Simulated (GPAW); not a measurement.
# InAs (F-43m) in GPAW: a series of runs

One crystal, InAs, is run at these levels: r4SCAN, TB-mBJ, r2SCAN; tasks: band structure, single point.

Program: GPAW 26.7.0. These are calculated values, not measurements. Logs are shortened: lines on timing, memory, paths and dates and some standing lists are left out, and cuts for length are marked. The log counts tension as positive stress, the text compression.

**Measured values to compare with.**

From a printed reference work, data compilation, for a bulk crystal of InAs at 4.2 K: band gap 0.418 eV (direct).

The runs below are set against these values where they give the same quantity.

## Step 1: The structure

It takes space group F-43m (No. 216, cubic). Conventional cell: a = 6.036 Å, b = 6.036 Å, c = 6.036 Å, α = 90.00°, β = 90.00°, γ = 90.00°. In (site symmetry -43m) is surrounded by 4 As at 2.61 Å. As (site symmetry -43m) has 4 In at 2.61 Å as nearest neighbours.

## Step 2: Band structure, r4SCAN, spin-orbit coupling, no magnetisation

Contents of run.py:

```python
import numpy as np
import spglib
from ase import Atoms
from ase.dft.bandgap import bandgap
from ase.io import read, write
from ase.units import GPa
from gpaw import GPAW, PW
from gpaw.spinorbit import soc_eigenstates

atoms = read('InAs.cif')
cell, positions, numbers = spglib.find_primitive(
    (atoms.cell[:], atoms.get_scaled_positions(), atoms.numbers), symprec=1e-4)
atoms = Atoms(numbers, cell=cell, scaled_positions=positions, pbc=True)

calc = GPAW(mode=PW(600),
            xc='MGGA_X_R4SCAN+MGGA_C_R2SCAN',
            kpts={'size': (6, 6, 6), 'gamma': True},
            occupations={'name': 'fermi-dirac', 'width': 0.05},
            nbands=18,
            convergence={'density': 1e-05, 'energy': 1e-05},
            maxiter=150,
            txt='gpaw.txt')
atoms.calc = calc
energy = atoms.get_potential_energy()
forces = atoms.get_forces()
stress = atoms.get_stress()
calc.write('gs.gpw')
write('result.traj', atoms)
print(f'Energy: {energy:.6f} eV')
print('Forces (eV/A):')
print(forces.round(4))
print('Stress (GPa):', (stress / GPa).round(3))
print('Fermi level:', round(calc.get_fermi_level(), 4), 'eV')
print(f'Gap: {bandgap(calc)[0]:.4f} eV, direct: {bandgap(calc, direct=True)[0]:.4f} eV')

path = atoms.cell.bandpath('GXWKGLUWLK,UX', npoints=60, eps=1e-4)
bs_calc = calc.fixed_density(kpts=path, symmetry='off', nbands=30,
                             convergence={'bands': 'CBM+6.0', 'eigenstates': 1e-6}, txt='bands.txt')
bs = bs_calc.band_structure()
bs.write('bs.json')
print(f'Gap on the path: {bandgap(bs_calc)[0]:.4f} eV')

soc = soc_eigenstates(bs_calc, theta=90, phi=45, ignore_xc_potential=True)
np.savetxt('soc_bands.dat', soc.eigenvalues(), fmt='%.4f')
mesh = soc_eigenstates('gs.gpw', theta=90, phi=45, ignore_xc_potential=True)
np.savetxt('soc_mesh.dat', mesh.eigenvalues(), fmt='%.4f')
print('Fermi level with spin-orbit coupling:', round(mesh.fermi_level, 4), 'eV')
```

Contents of InAs.cif:

```cif
data_InAs
_cell_length_a 6.03600000
_cell_length_b 6.03600000
_cell_length_c 6.03600000
_cell_angle_alpha 90.00000000
_cell_angle_beta 90.00000000
_cell_angle_gamma 90.00000000
_space_group_name_H-M_alt 'F-43m'
_space_group_name_Hall 'F -4 2 3'
_space_group_IT_number 216
loop_
_space_group_symop_operation_xyz
'x,y,z'
'y,-x,-z'
'-x,-y,z'
'-y,x,-z'
'x,-y,-z'
'y,x,z'
'-x,y,-z'
'-y,-x,z'
'z,x,y'
'-z,y,-x'
'z,-x,-y'
'-z,-y,x'
'-z,x,-y'
'z,y,x'
'-z,-x,y'
'z,-y,-x'
'y,z,x'
'-x,-z,y'
'-y,z,-x'
'x,-z,-y'
'-y,-z,x'
'x,z,y'
'y,-z,-x'
'-x,z,-y'
'x,y+1/2,z+1/2'
'y,-x+1/2,-z+1/2'
'-x,-y+1/2,z+1/2'
'-y,x+1/2,-z+1/2'
'x,-y+1/2,-z+1/2'
'y,x+1/2,z+1/2'
'-x,y+1/2,-z+1/2'
'-y,-x+1/2,z+1/2'
'z,x+1/2,y+1/2'
'-z,y+1/2,-x+1/2'
'z,-x+1/2,-y+1/2'
'-z,-y+1/2,x+1/2'
'-z,x+1/2,-y+1/2'
'z,y+1/2,x+1/2'
'-z,-x+1/2,y+1/2'
'z,-y+1/2,-x+1/2'
'y,z+1/2,x+1/2'
'-x,-z+1/2,y+1/2'
'-y,z+1/2,-x+1/2'
'x,-z+1/2,-y+1/2'
'-y,-z+1/2,x+1/2'
'x,z+1/2,y+1/2'
'y,-z+1/2,-x+1/2'
'-x,z+1/2,-y+1/2'
'x+1/2,y,z+1/2'
'y+1/2,-x,-z+1/2'
'-x+1/2,-y,z+1/2'
'-y+1/2,x,-z+1/2'
'x+1/2,-y,-z+1/2'
'y+1/2,x,z+1/2'
'-x+1/2,y,-z+1/2'
'-y+1/2,-x,z+1/2'
'z+1/2,x,y+1/2'
'-z+1/2,y,-x+1/2'
'z+1/2,-x,-y+1/2'
'-z+1/2,-y,x+1/2'
'-z+1/2,x,-y+1/2'
'z+1/2,y,x+1/2'
'-z+1/2,-x,y+1/2'
'z+1/2,-y,-x+1/2'
'y+1/2,z,x+1/2'
'-x+1/2,-z,y+1/2'
'-y+1/2,z,-x+1/2'
'x+1/2,-z,-y+1/2'
'-y+1/2,-z,x+1/2'
'x+1/2,z,y+1/2'
'y+1/2,-z,-x+1/2'
'-x+1/2,z,-y+1/2'
'x+1/2,y+1/2,z'
'y+1/2,-x+1/2,-z'
'-x+1/2,-y+1/2,z'
'-y+1/2,x+1/2,-z'
'x+1/2,-y+1/2,-z'
'y+1/2,x+1/2,z'
'-x+1/2,y+1/2,-z'
'-y+1/2,-x+1/2,z'
'z+1/2,x+1/2,y'
'-z+1/2,y+1/2,-x'
'z+1/2,-x+1/2,-y'
'-z+1/2,-y+1/2,x'
'-z+1/2,x+1/2,-y'
'z+1/2,y+1/2,x'
'-z+1/2,-x+1/2,y'
'z+1/2,-y+1/2,-x'
'y+1/2,z+1/2,x'
'-x+1/2,-z+1/2,y'
'-y+1/2,z+1/2,-x'
'x+1/2,-z+1/2,-y'
'-y+1/2,-z+1/2,x'
'x+1/2,z+1/2,y'
'y+1/2,-z+1/2,-x'
'-x+1/2,z+1/2,-y'
loop_
_atom_site_label
_atom_site_type_symbol
_atom_site_symmetry_multiplicity
_atom_site_Wyckoff_symbol
_atom_site_fract_x
_atom_site_fract_y
_atom_site_fract_z
_atom_site_occupancy
In1 In 4 a 0.0000000000 0.0000000000 0.0000000000 1
As1 As 4 c 0.2500000000 0.2500000000 0.2500000000 1
```

Potentials or basis: GPAW PAW data sets (gpaw-data 1.2.1), pw.

On the command line:

```console
OMP_NUM_THREADS=1 python run.py
```

gpaw.txt:

```text
__  _  _
 | _ |_)|_||  |
 |__||  | ||/\| - 26.7.0

Input parameters:
  mode=PW(ecut=600.0),
  convergence={'density': 1e-05, 'energy': 1e-05},
  kpts=MonkhorstPack(size=(6, 6, 6), gamma=True),
  maxiter=150,
  nbands=18,
  occupations=Occupations(name='fermi-dirac', width=0.05),
  xc=XC(name='MGGA_X_R4SCAN+MGGA_C_R2SCAN')

Diagonalizing LCAO Hamiltonian
Converting LCAO to pw mode

            As

       In

Atoms  # Å, Bohr magnetons
|   | symbol |        x |        y |        z |    initial magnetic moments |
|---|--------|----------|----------|----------|-----------------------------|
| 0 |     In | 0.000000 | 0.000000 | 0.000000 | ( 0.0000,  0.0000,  0.0000) |
| 1 |     As | 1.509000 | 1.509000 | 1.509000 | ( 0.0000,  0.0000,  0.0000) |

Unit cell  # Å
| periodic |        x |        y |        z |  lengths |    angles |
|----------|----------|----------|----------|----------|-----------|
|      yes | 0.000000 | 3.018000 | 3.018000 | 4.268097 | 60.000000 |
|      yes | 3.018000 | 0.000000 | 3.018000 | 4.268097 | 60.000000 |
|      yes | 3.018000 | 3.018000 | 0.000000 | 4.268097 | 60.000000 |

Number of symmetries: 24
Symmetry operations  # r_c * U_cc + t_c -> r_c
|    | kind |            matrix            |
|----|------|------------------------------|
|  0 |  E   |  1, 0, 0,  0, 1, 0,  0, 0, 1 |
|  1 |  σ   |  1, 0, 0,  0, 0, 1,  0, 1, 0 |
|  2 |  σ   |  1, 0,-1,  0, 1,-1,  0, 0,-1 |
|  3 |  C3  |  1, 0,-1,  0, 0,-1,  0, 1,-1 |
|  4 |  C3  |  1,-1, 0,  0,-1, 1,  0,-1, 0 |
|  5 |  σ   |  1,-1, 0,  0,-1, 0,  0,-1, 1 |
|  6 |  σ   |  0, 1, 0,  1, 0, 0,  0, 0, 1 |
|  7 |  C3  |  0, 1, 0,  0, 0, 1,  1, 0, 0 |
|  8 |  C2  |  0, 1,-1,  1, 0,-1,  0, 0,-1 |
|  9 |  S4  |  0, 1,-1,  0, 0,-1,  1, 0,-1 |
| 10 |  C3  |  0, 0, 1,  1, 0, 0,  0, 1, 0 |
| 11 |  σ   |  0, 0, 1,  0, 1, 0,  1, 0, 0 |
| 12 |  S4  |  0, 0,-1,  1, 0,-1,  0, 1,-1 |
| 13 |  C3  |  0, 0,-1,  0, 1,-1,  1, 0,-1 |
| 14 |  S4  |  0,-1, 1,  1,-1, 0,  0,-1, 0 |
| 15 |  C2  |  0,-1, 1,  0,-1, 0,  1,-1, 0 |
| 16 |  C3  |  0,-1, 0,  1,-1, 0,  0,-1, 1 |
| 17 |  S4  |  0,-1, 0,  0,-1, 1,  1,-1, 0 |
| 18 |  S4  | -1, 1, 0, -1, 0, 1, -1, 0, 0 |
| 19 |  C3  | -1, 1, 0, -1, 0, 0, -1, 0, 1 |
| 20 |  C3  | -1, 0, 1, -1, 1, 0, -1, 0, 0 |
| 21 |  S4  | -1, 0, 1, -1, 0, 0, -1, 1, 0 |
| 22 |  σ   | -1, 0, 0, -1, 1, 0, -1, 0, 1 |
| 23 |  C2  | -1, 0, 0, -1, 0, 1, -1, 1, 0 |

BZ-sampling:
  Number of BZ points: 216
  Number of IBZ points: 16

  Monkhorst-Pack size: [6, 6, 6]
  Monkhorst-Pack shift: [0.08333333333333333, 0.08333333333333333, 0.08333333333333333]

K-points  # in reciprocal-cell coordinates
|     |                                coordinates |     weight |
|-----|--------------------------------------------|------------|
|   0 | (  0.00000000,   0.00000000,   0.00000000) | 0.00462963 |
|   1 | (  0.16666667,   0.16666667,   0.00000000) | 0.02777778 |
|   2 | (  0.16666667,   0.16666667,   0.16666667) | 0.03703704 |
|   3 | (  0.33333333,   0.16666667,   0.16666667) | 0.05555556 |
|   4 | (  0.33333333,   0.33333333,  -0.33333333) | 0.05555556 |
|   5 | (  0.33333333,   0.33333333,   0.00000000) | 0.02777778 |
|   6 | (  0.33333333,   0.33333333,   0.16666667) | 0.11111111 |
|   7 | (  0.33333333,   0.33333333,   0.33333333) | 0.03703704 |
|   8 | (  0.50000000,   0.33333333,  -0.33333333) | 0.11111111 |
|   9 | (  0.50000000,   0.33333333,  -0.16666667) | 0.05555556 |
| ... |                                            |            |
|  15 | (  0.50000000,   0.50000000,   0.50000000) | 0.01851852 |

Plane wave coefficients: 1853
Cutoff: 600.0 eV

Spin-components: 1 (collinear spins)
Bands:           18
Projectors:      11
Spin-degeneracy: 2
Datatype:        complex128

Parallelization:
  kpt:    1
  domain: 1
  band:   1

Density:
  Valence electrons: 18.0
  Components: 1
  Grid points: [25 25 25]
  Charge: 0.0  # |e|

Potential:
  Grid points: [25 25 25]

species:
  In:
    name:    Indium
    Z:       49.0
    valence: 13
    core:    36
    charge:  0.0  # [|e|]
    compensation charges:
      type: gauss
      rc: 0.36  # [Å]
      lmax: 2
    cutoffs:
      filter: 2.09  # [Å]
      core: 2.48  # [Å]
    projectors
    | kind |    occ | energy [eV] | rcut [Å] |
    |------|--------|-------------|----------|
    |   5s |  2.000 |      -8.203 |    1.185 |
    |   5p |  1.000 |      -2.521 |    1.244 |
    |   4d | 10.000 |     -18.629 |    1.148 |
    |    s |        |      19.008 |    1.185 |
    |    p |        |      24.691 |    1.244 |
    |    d |        |       8.583 |    1.148 |

    Using partial waves for In as LCAO basis

  As:
    name:    Arsenic
    Z:       33.0
    valence: 5
    core:    28
    charge:  0.0  # [|e|]
    compensation charges:
      type: gauss
      rc: 0.33  # [Å]
      lmax: 2
    cutoffs:
      filter: 1.87  # [Å]
      core: 2.96  # [Å]
    projectors
    | kind |    occ | energy [eV] | rcut [Å] |
    |------|--------|-------------|----------|
    |   4s |  2.000 |     -14.487 |    1.058 |
    |   4p |  3.000 |      -5.196 |    1.058 |
    |    s |        |      12.725 |    1.058 |
    |    p |        |      22.016 |    1.058 |
    |    d |        |       0.000 |    1.058 |

    Using partial waves for As as LCAO basis

Reference energy: -221478.393260  # eV

eigensolver:
  PPCG
  Converge bands: occupied
  niter=2

density mixing:
  MSR1-Mixer
  Pratt-step length: 0.05
  Maximum mixing coefficient: 0.75
  Old densities: 10
  SVD Regularization: 0.005
  Good broyden scale: 1.0
  Trust region scale: 1.0
  Backstep threshold: 4.0
  History deletion threshold: 6.0
  Fourier metric: weight=20.0, sigma=0.015

occupation numbers:
  Fermi-Dirac:
    width: 0.0500  # eV

poisson solver:
  ecut: 4800.0  # eV

xc functional:
  name: MGGA_X_R4SCAN+MGGA_C_R2SCAN with 2 nearest neighbor stencil

convergence criteria:
- Maximum integral of absolute [dens]ity change: 1e-05 electrons / valence electron
- Maximum [total energy] change in last 3 cyles: 1e-05 eV / valence electron
- Maximum integral of absolute [eigenst]ate change: 4e-08 eV^2 / valence electron
maximum number of iterations: 150

SCF iterations
|iter     | |      energy | eigst |  dens |
|---------|-|-------------|-------|-------|
|iter:   1| |  -42.162564 | -0.24 |       |
|iter:   2| |  -40.619807 | -1.13 | -1.20 |
|iter:   3| |  -40.564011 | -1.31 | -1.20 |
|iter:   4| |  -40.528152 | -1.98 | -1.12 |
|iter:   5| |  -40.533630 | -3.20 | -1.87 |
|iter:   6| |  -40.534068 | -3.51 | -2.28 |
|iter:   7| |  -40.534173 | -4.55 | -2.82 |
|iter:   8| |  -40.534170c| -5.51 | -3.27 |
|iter:   9| |  -40.534173c| -6.64 | -3.92 |
|iter:  10| |  -40.534173c| -7.48c| -4.68 |
|iter:  11| |  -40.534173c| -8.61c| -5.13c|

Converged in 11 steps
Energy contributions relative to reference atoms: (reference = -221478.393260)

Energy contributions:
  Kinetic:          33.296425
  Coulomb:         -30.262321
  Zero:              0.007874
  External:          0.000000
  Xc:              -43.575701
  Entropy:          -0.000899
  Spinorbit:         0.000000
  ----------------------------
  Free energy:     -40.534623
  Extrapolated:    -40.534173

dipole moment: (-23.338039, -23.338039, -23.338039)  # |e|*Ang

Fermi level: 4.743
Eigenvalues  # (at kpt = [0.000, 0.000, 0.000])
| band index |      eig [eV] | occ [0-2] |
|------------|---------------|-----------|
|          0 |       -10.136 |     2.000 |
|          1 |       -10.136 |     2.000 |
|          2 |       -10.136 |     2.000 |
|          3 |        -9.980 |     2.000 |
|          4 |        -9.980 |     2.000 |
|          5 |        -7.693 |     2.000 |
|          6 |         4.652 |     1.717 |
|          7 |         4.652 |     1.717 |
|          8 |         4.653 |     1.716 |
|          9 |         4.757 |     0.857 |
|         10 |         8.838 |     0.000 |
|         11 |         8.839 |     0.000 |
|         12 |         8.839 |     0.000 |
|         13 |        12.659 |     0.000 |
|         14 |        14.819 |     0.000 |
|         15 |        14.819 |     0.000 |
|         16 |        15.730 |     0.000 |
|         17 |        15.730 |     0.000 |

Gap: 0.104 eV
Transition (v -> c):
  (s=0, k=0, n=8, [0.00, 0.00, 0.00]) -> (s=0, k=0, n=9, [0.00, 0.00, 0.00])
No difference between direct/indirect transitions

Forces  # eV/Ang
|        x |        y |        z |
|----------|----------|----------|
| -0.00000 |  0.00000 |  0.00000 |  # In   0
| -0.00000 | -0.00000 | -0.00000 |  # As   1

Stress tensor  # eV/Ang^3
|         x |         y |         z |
|-----------|-----------|-----------|
| -0.009843 | -0.000000 |  0.000000 |
| -0.000000 | -0.009843 |  0.000000 |
|  0.000000 |  0.000000 | -0.009843 |

# Writing to gs.gpw (mode='')
```

Run time: 1.8 min. Hardware: 1 thread of Arm Neoverse V1, shared host; peak memory 0.4 GiB.

Results:

```yaml
Free_energy: -40.5346 eV
Pressure: 1.6 GPa
Band_gap_along_the_path: none (metal or under the smearing width)
```

Levels at the corners of the path, in eV from the Fermi level:
```csv
point,band 16,band 17,band 18,band 19,band 20,band 21
Γ,-0.04,-0.03,-0.03,-0.03,-0.03,3.70
X,-2.59,-2.59,-2.59,1.60,1.60,2.15
W,-3.21,-3.18,-3.08,4.32,4.43,4.48
K,-3.55,-2.20,-2.19,2.20,2.20,4.43
Γ,-0.04,-0.03,-0.03,-0.03,-0.03,3.70
L,-1.32,-1.06,-1.06,1.06,1.06,4.74
U,-3.55,-2.20,-2.19,2.20,2.20,4.43
W,-3.21,-3.18,-3.08,4.32,4.43,4.48
L,-1.32,-1.06,-1.06,1.06,1.06,4.74
K,-3.55,-2.20,-2.19,2.20,2.20,4.43
U,-3.55,-2.20,-2.19,2.20,2.20,4.43
X,-2.59,-2.59,-2.59,1.60,1.60,2.15
```

Caveat: spin-orbit coupling was added after a scalar SCF, so levels and gaps hold it while energy, forces, pressure and moments don't; this program's spin-orbit splittings come out too wide for heavy elements; the PAW data sets were made with another functional, which shifts forces and pressure a little; this crystal is a semiconductor, whose small gap the functional closes, so the metal is an error of the method.

(Part 1 of 2 ends here.)
